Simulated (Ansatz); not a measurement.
Crystal: La.

```
CELL_PARAMETERS angstrom
3.75000 0.00000 0.00000
-1.87500 3.24760 0.00000
0.00000 0.00000 6.07000
ATOMIC_POSITIONS crystal
La 0.66667 0.33333 0.75000
La 0.33333 0.66667 0.25000
```

This isn't the form of La at room conditions, which is double hcp.

Base run:

| Item | Value |
| --- | --- |
| Program | Ansatz 0.2.0 |
| Functional | PBEsol |
| Potentials or basis | all-electron LAPW, scalar-relativistic |
| Cutoff | 120 eV |
| Density cutoff | 482 eV |
| Basis error allowed | 0.001 eV/atom |
| k mesh | 8 × 8 × 5 |
| Occupations | fermi-dirac, width 0.05 eV |
| Spin | no spin polarisation |
| Hubbard terms | La f U = 2 eV |

Its results: band gap on the k mesh none (metal or under the smearing width); pressure -0.7 GPa.

The run is repeated on the same cell with these changes: hubbard terms from La f U = 2 eV to La f U = 8 eV. What comes out?

Band gap on the k mesh none (metal or under the smearing width); pressure 0.6 GPa.

Caveats: U is the effective U less J, on atomic orbitals that reach past the spheres; U without spin polarisation on a metal has little footing; the U is typed as a test and isn't derived for this compound.

Not every run made on this cell is shown here.
